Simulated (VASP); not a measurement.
Here is a VASP 6.6.1 calculation.

INCAR

```
SYSTEM = NiO
PREC     = Accurate       ! precision mode
ENCUT    = 600            ! plane-wave cutoff, eV
EDIFF    = 1E-6           ! SCF threshold, eV
ISMEAR   = -1             ! smearing method
SIGMA    = 0.05           ! smearing width, eV
LREAL    = .FALSE.        ! projectors in reciprocal space
LASPH    = .TRUE.         ! aspherical terms in the spheres
NELM     = 150            ! most SCF steps
ALGO     = Fast           ! electronic algorithm
ISIF     = 3              ! what is computed and relaxed
LWAVE    = .FALSE.        ! write WAVECAR
LCHARG   = .FALSE.        ! write CHGCAR
ISPIN    = 2              ! spin polarisation
MAGMOM   = 1 0            ! initial moments
LORBIT   = 11             ! projections on sites
LMAXMIX  = 4              ! l up to which the mixer works
GGA      = PE             ! functional
IBRION   = 2              ! ionic algorithm
NSW      = 60             ! ionic steps
EDIFFG   = -0.02          ! ionic threshold
```

The input KPOINTS:

```
Automatic mesh
0
G
  11 11 11
  0 0 0
```

The input POSCAR:

```
NiO
1.0
    0.0000000000      2.0859016414      2.0859016414
    2.0859016414      0.0000000000      2.0859016414
    2.0859016414      2.0859016414      0.0000000000
Ni O
1 1
Direct
    0.0000000000      0.0000000000      0.0000000000
    0.5000000000      0.5000000000      0.5000000000
```

Potentials or basis: VASP PAW PBE potentials, release 54 (Ni, O).

Command:

```sh
$ cat potpaw_PBE.54/Ni/POTCAR potpaw_PBE.54/O/POTCAR > POTCAR
$ mpirun -np 1 vasp_std > vasp.out
```

**Question.** Predict the band gap on the k mesh.

**Answer.** None (metal or under the smearing width).

**Question.** What does it give for the relaxed cell?

**Answer.** a = 2.978 Å, b = 2.978 Å, c = 2.978 Å, α = 60.00°, β = 60.00°, γ = 60.00°.

Final structure:
```
Ni O
1.0
     0.00000    2.10606    2.10606
     2.10606    0.00000    2.10606
     2.10606    2.10606    0.00000
Ni O
1 1
Direct
  0.00000 0.00000 0.00000
  0.50000 0.50000 0.50000
```

Caveat: a cell with one magnetic atom can't hold antiferromagnetic order, which such compounds often take; semilocal functionals often make such compounds metallic where correlation or magnetic order opens a gap, which also shifts bond lengths. Zero-point motion and thermal expansion aren't in these numbers.
